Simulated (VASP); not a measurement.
# GaSe (P6_3/mmc) in VASP: relaxation of cell and atoms with PBEsol

Aim: the relaxation of cell and atoms of GaSe with PBEsol.

Everything below comes from runs of VASP 6.6.1. Logs are shortened: lines on timing, memory, paths and dates and some standing lists are left out, and cuts for length are marked.

## (1) The structure

It takes space group P6_3/mmc (No. 194, hexagonal). Conventional cell: a = 3.746 Å, b = 3.746 Å, c = 16.401 Å, α = 90.00°, β = 90.00°, γ = 120.00°. Around Ga (site symmetry 3m) lie 1 Ga at 2.43 Å and 3 Se at 2.46 Å. Se (site symmetry 3m) has 3 Ga at 2.46 Å as nearest neighbours.

## (2) Relaxation of cell and atoms, PBEsol

The input, INCAR:

```
SYSTEM = GaSe
PREC = Accurate
ENCUT = 600
EDIFF = 1E-7
ISMEAR = 0
SIGMA = 0.03
LREAL = .FALSE.
LASPH = .TRUE.
NELM = 80
ALGO = Normal
ISIF = 3
LWAVE = .FALSE.
LCHARG = .FALSE.
GGA = PS
IBRION = 2
NSW = 90
EDIFFG = -0.005
KPAR = 2
```

The input, KPOINTS:

```
Automatic mesh
0
G
  12 12 2
  0 0 0
```

The input, POSCAR:

```
GaSe                                    
1.0
    3.7461945536     -0.0000000000     -0.0000000000
   -1.8730972768      3.2442996510      0.0000000000
    0.0000000000      0.0000000000     16.4008887920
  Ga              Se            
     4     4
Direct
     0.3333333332999970    0.6666666667000030    0.1758403781595489
     0.6666666667000030    0.3333333332999970    0.6758403781595488
     0.3333333332999970    0.6666666667000030    0.3241596218404511
     0.6666666667000030    0.3333333332999970    0.8241596218404512
     0.3333333332999970    0.6666666667000030    0.6041449125484937
     0.6666666667000030    0.3333333332999970    0.1041449125484937
     0.3333333332999970    0.6666666667000030    0.8958550874515063
     0.6666666667000030    0.3333333332999970    0.3958550874515063
```

Potentials or basis: VASP PAW PBE potentials, release 64 (Ga_d, Se).

On the command line:

```bash
$ cat potpaw_PBE.64/Ga_d/POTCAR potpaw_PBE.64/Se/POTCAR > POTCAR
$ mpirun -np 2 vasp_std > vasp.out
```

OUTCAR:

```text
SYSTEM = GaSe
   PREC = Accurate
   ENCUT = 600
   EDIFF = 1E-7
   ISMEAR = 0
   LREAL = .FALSE.
   LASPH = .TRUE.
   NELM = 80
   ISIF = 3
   GGA = PS
   IBRION = 2
   NSW = 90
   EDIFFG = -0.005

 ion  position               nearest neighbor table
   1  0.333  0.667  0.176-   3 2.43   6 2.46   6 2.46   6 2.46
   2  0.667  0.333  0.676-   4 2.43   5 2.46   5 2.46   5 2.46
   3  0.333  0.667  0.324-   1 2.43   8 2.46   8 2.46   8 2.46
   4  0.667  0.333  0.824-   2 2.43   7 2.46   7 2.46   7 2.46
   5  0.333  0.667  0.604-   2 2.46   2 2.46   2 2.46
   6  0.667  0.333  0.104-   1 2.46   1 2.46   1 2.46
   7  0.333  0.667  0.896-   4 2.46   4 2.46   4 2.46
   8  0.667  0.333  0.396-   3 2.46   3 2.46   3 2.46

  LATTYP: Found a hexagonal cell.
 ALAT       =     3.7461945536
 C/A-ratio  =     4.3780130896

  Lattice vectors:

 A1 = (   3.7461945536,   0.0000000000,   0.0000000000)
 A2 = (  -1.8730972768,   3.2442996510,   0.0000000000)
 A3 = (   0.0000000000,   0.0000000000,  16.4008887920)

Analysis of symmetry for initial positions (statically):
=====================================================================
 Subroutine PRICEL returns:
 Original cell was already a primitive cell.

 Routine SETGRP: Setting up the symmetry group for a
 hexagonal supercell.

 Subroutine GETGRP returns: Found 24 space group operations
 (whereof 12 operations were pure point group operations)
 out of a pool of 24 trial point group operations.

The static configuration has the point symmetry D_3d.
 The point group associated with its full space group is D_6h.

Analysis of symmetry for dynamics (positions and initial velocities):
=====================================================================
 Subroutine PRICEL returns:
 Original cell was already a primitive cell.

 Routine SETGRP: Setting up the symmetry group for a
 hexagonal supercell.

 Subroutine GETGRP returns: Found 24 space group operations
 (whereof 12 operations were pure point group operations)
 out of a pool of 24 trial point group operations.

The dynamic configuration has the point symmetry D_3d.
 The point group associated with its full space group is D_6h.

 Subroutine INISYM returns: Found 24 space group operations
 (whereof 12 operations are pure point group operations),
 and found     1 'primitive' translations

----------------------------------------------------------------------------------------

                                     Primitive cell

  volume of cell :     199.3328

  direct lattice vectors                    reciprocal lattice vectors
     3.746194554  0.000000000  0.000000000     0.266937551  0.154116467  0.000000000
    -1.873097277  3.244299651  0.000000000     0.000000000  0.308232934  0.000000000
     0.000000000  0.000000000 16.400888792     0.000000000  0.000000000  0.060972305

  length of vectors
     3.746194554  3.746194554 16.400888792     0.308232934  0.308232934  0.060972305

  position of ions in fractional coordinates (direct lattice)
     0.333333333  0.666666667  0.175840378
     0.666666667  0.333333333  0.675840378
     0.333333333  0.666666667  0.324159622
     0.666666667  0.333333333  0.824159622
     0.333333333  0.666666667  0.604144913
     0.666666667  0.333333333  0.104144913
     0.333333333  0.666666667  0.895855087
     0.666666667  0.333333333  0.395855087

  ion indices of the primitive-cell ions
   primitive index   ion index
                 1           1
                 2           2
                 3           3
                 4           4
                 5           5
                 6           6
                 7           7
                 8           8

----------------------------------------------------------------------------------------

 KPOINTS: Automatic mesh

Automatic generation of k-mesh.
 Grid dimensions read from file:
 generate k-points for:   12   12    2

 Generating k-lattice:

  Cartesian coordinates                     Fractional coordinates (reciprocal lattice)
     0.022244796  0.012843039  0.000000000     0.083333333  0.000000000  0.000000000
     0.000000000  0.025686078  0.000000000     0.000000000  0.083333333  0.000000000
[... 45 lines left out ...]
   ions per type =               4   4
   NGX,Y,Z   is equivalent  to a cutoff of  13.31, 13.31, 14.19 a.u.
   NGXF,Y,Z  is equivalent  to a cutoff of  26.63, 26.63, 28.38 a.u.
 SYSTEM =  GaSe
   PREC   = accura    normal or accurate (medium, high low for compatibility)
   ISTART =      0    job   : 0-new  1-cont  2-samecut
   ICHARG =      2    charge: 1-file 2-atom 10-const
   ISPIN  =      1    spin polarized calculation?
   LNONCOLLINEAR =      F non collinear calculations
   LSORBIT =      F    spin-orbit coupling
   LASPH  =      T    aspherical Exc in radial PAW
   ENCUT  =  600.0 eV  44.10 Ry    6.64 a.u.   7.48  7.48 32.76*2*pi/ulx,y,z
   NELM   =     80;   NELMIN=  2; NELMDL= -5     # of ELM steps
   EDIFF  = 0.1E-06   stopping-criterion for ELM
   LREAL  =      F    real-space projection
   EDIFFG = -.5E-02   stopping-criterion for IOM
   NSW    =     90    number of steps for IOM
   IBRION =      2    ionic relax: 0-MD 1-quasi-New 2-CG
   NFREE  =      1    steps in history (QN), initial steepest desc. (CG)
   ISIF   =      3    stress and relaxation
   ISYM   =      2    0-nonsym 1-usesym 2-fastsym
   POTIM  = 0.5000    time-step for ionic-motion
   TEBEG  =    0.0;   TEEND  =   0.0 temperature during run
   PSTRESS=    0.0 pullay stress
   NELECT =      76.0000    total number of electrons
   NUPDOWN=      -1.0000    fix difference up-down
   EMIN   =  10.00;   EMAX   =-10.00  energy-range for DOS
   EFERMI =   0.00;   METHOD = LEGACY
   ISMEAR =     0;   SIGMA  =   0.03  broadening in eV -4-tet -1-fermi 0-gaus
   EFERMI_NEDOS =   21; number of points for ismear=-14 and -15
   IALGO  =     38    algorithm
   IMIX   =      4    mixing-type and parameters
     AMIX     =   0.40;   BMIX     =  1.00
     AMIX_MAG =   1.60;   BMIX_MAG =  1.00
  volume/ion in A,a.u.               =      24.92       168.15
  Fermi-wavevector in a.u.,A,eV,Ry     =   1.187098  2.243289 19.173344  1.409201
  Thomas-Fermi vector in A             =   2.323256
   LORBIT       =      0    0 simple, 1 ext, 2 COOP (PROOUT), +10 PAW based schemes
   GGA     = PS    functional components
   LHFCALC =     F    Hartree Fock is set to
   AEXX    =    0.0000 exact exchange contribution
   IVDW    =     0    specifies the selected vdW correction
   LEPSILON=     F    determine dielectric tensor
   LRPA    =     F    only Hartree local field effects (RPA)
 conjugate gradient relaxation of ions
 non-spin polarized calculation
 Gauss-broadening in eV      SIGMA  =   0.03
  energy-cutoff  :      600.00
  volume of cell :      199.33
 maximum number of plane-waves:      6699
 NGX is ok and might be reduce to    30
   NGX = 15   NGY = 15   NGZ = 65

--------------------------------------- Ionic step        1  -------------------------------------------

 number of electron      76.0000014 magnetization

 Free energy of the ion-electron system (eV)
  ---------------------------------------------------
  ext. energy  EPLUGINS =         0.00000000
  ---------------------------------------------------
  free energy    TOTEN  =       -33.25292909 eV

  energy without entropy =      -33.25292909  energy(sigma->0) =      -33.25292909

------------------------ aborting loop because EDIFF is reached ----------------------------------------

  FORCE on cell =-STRESS in cart. coord.  units (eV):
  Direction    XX          YY          ZZ          XY          YZ          ZX
  --------------------------------------------------------------------------------------
  -------------------------------------------------------------------------------------
  Total       -0.0017800     -0.0017800     -0.0933204      0.0000000     -0.0000000      0.0000000
  in kB       -0.0143070     -0.0143070     -0.7500817      0.0000000     -0.0000000      0.0000000
  external PRESSURE =      -0.2595652 kB  Pullay stress =       0.0000000 kB

 VOLUME and BASIS-vectors are now :
 -----------------------------------------------------------------------------
  energy-cutoff  :      600.00
  volume of cell :      199.33
      direct lattice vectors                 reciprocal lattice vectors
     3.746194554  0.000000000  0.000000000     0.266937551  0.154116467  0.000000000
    -1.873097277  3.244299651  0.000000000     0.000000000  0.308232934  0.000000000
     0.000000000  0.000000000 16.400888792     0.000000000  0.000000000  0.060972305

 POSITION                                       TOTAL-FORCE (eV/Angst)
 -----------------------------------------------------------------------------------
     -0.00000      2.16287      2.88394         0.000000     -0.000000      0.000684
      1.87310      1.08143     11.08438        -0.000000     -0.000000      0.000684
     -0.00000      2.16287      5.31651         0.000000      0.000000     -0.000684
      1.87310      1.08143     13.51695         0.000000      0.000000     -0.000684
     -0.00000      2.16287      9.90851         0.000000     -0.000000      0.006706
      1.87310      1.08143      1.70807        -0.000000      0.000000      0.006706
     -0.00000      2.16287     14.69282         0.000000     -0.000000     -0.006706
      1.87310      1.08143      6.49238        -0.000000      0.000000     -0.006706
 -----------------------------------------------------------------------------------
    total drift:                               -0.000000      0.000000     -0.000000

  FREE ENERGIE OF THE ION-ELECTRON SYSTEM (eV)
  ---------------------------------------------------
  free  energy   TOTEN  =       -33.2529290876 eV

  energy  without entropy=      -33.2529290875  energy(sigma->0) =      -33.25292909

--------------------------------------- Ionic step        2  -------------------------------------------

 number of electron      76.0000014 magnetization

 Free energy of the ion-electron system (eV)
  ---------------------------------------------------
  ext. energy  EPLUGINS =         0.00000000
  ---------------------------------------------------
  free energy    TOTEN  =       -33.25295558 eV

  energy without entropy =      -33.25295558  energy(sigma->0) =      -33.25295558

 E-fermi :   3.1478     XC(G=0):  -9.3282

 val. band max:        3.0193683343   @ k =   0.0000   0.0000   0.0000
 cond. band min:       4.0705818675   @ k =   0.0000   0.0000   0.0000
 fundamental gap:      1.0512135332
 Fermi energy:         3.1478220737

 k-point     1 :       0.0000    0.0000    0.0000
  band No.  band energies     occupation
      1     -11.9930      2.00000
      2     -11.9926      2.00000
      3     -11.8631      2.00000
      4     -11.8631      2.00000
      5     -11.8630      2.00000
      6     -11.8630      2.00000
[... 1141 lines left out ...]
     44       7.1642      0.00000
     45       7.3550      0.00000

 [... further k-points ...]
[... 5 lines left out ...]
  --------------------------------------------------------------------------------------
  -------------------------------------------------------------------------------------
  Total        0.0300400      0.0300400     -0.0017115      0.0000000     -0.0000000      0.0000000
  in kB        0.2415938      0.2415938     -0.0137647      0.0000000     -0.0000000      0.0000000
  external PRESSURE =       0.1564743 kB  Pullay stress =       0.0000000 kB

 VOLUME and BASIS-vectors are now :
 -----------------------------------------------------------------------------
  energy-cutoff  :      600.00
  volume of cell :      199.22
      direct lattice vectors                 reciprocal lattice vectors
     3.746154342 -0.000000000  0.000000000     0.266940416  0.154118121 -0.000000000
    -1.873077171  3.244264827  0.000000000     0.000000000  0.308236243  0.000000000
     0.000000000 -0.000000000 16.391659141     0.000000000  0.000000000  0.061006637

 POSITION                                       TOTAL-FORCE (eV/Angst)
 -----------------------------------------------------------------------------------
     -0.00000      2.16284      2.88235         0.000000     -0.000000     -0.001466
      1.87308      1.08142     11.07818        -0.000000     -0.000000     -0.001466
     -0.00000      2.16284      5.31348         0.000000     -0.000000      0.001466
      1.87308      1.08142     13.50931        -0.000000      0.000000      0.001466
     -0.00000      2.16284      9.90326        -0.000000     -0.000000     -0.001194
      1.87308      1.08142      1.70743        -0.000000     -0.000000     -0.001194
     -0.00000      2.16284     14.68423        -0.000000      0.000000      0.001194
      1.87308      1.08142      6.48840         0.000000     -0.000000      0.001194
 -----------------------------------------------------------------------------------
    total drift:                               -0.000000      0.000000     -0.000000

  FREE ENERGIE OF THE ION-ELECTRON SYSTEM (eV)
  ---------------------------------------------------
  free  energy   TOTEN  =       -33.2529555850 eV

  energy  without entropy=      -33.2529555849  energy(sigma->0) =      -33.25295558

 reached required accuracy - stopping structural energy minimisation
```

It took 3.5 min on 2 MPI ranks of Intel Xeon 6975P-C (Granite Rapids), shared host; peak memory 0.57 GiB.

What came out:

* Free energy: -33.2530 eV
* Relaxed volume: 24.90 Å³/atom
* Relaxed cell: a = 3.746 Å, b = 3.746 Å, c = 16.392 Å, α = 90.00°, β = 90.00°, γ = 120.00°
* Space group after relaxing (to 0.05 Å): P6_3/mmc (No. 194)
* Energy gained by relaxing: 0.0 meV/atom
* Ionic steps: 2
* Pressure after relaxing: 0.0 GPa
* Band gap on the k mesh: 1.05 eV, direct

Final structure:
```
CELL_PARAMETERS angstrom
3.74615 0.00000 0.00000
-1.87308 3.24426 0.00000
0.00000 0.00000 16.39166
ATOMIC_POSITIONS crystal
Ga 0.33333 0.66667 0.17584
Ga 0.66667 0.33333 0.67584
Ga 0.33333 0.66667 0.32416
Ga 0.66667 0.33333 0.82416
Se 0.33333 0.66667 0.60416
Se 0.66667 0.33333 0.10416
Se 0.33333 0.66667 0.89584
Se 0.66667 0.33333 0.39584
```

Caveat: the PAW data sets were made with another functional, which shifts forces and pressure a little; this functional lacks dispersion, which binds the layers, so the pressure and a relaxed spacing across them are unreliable.
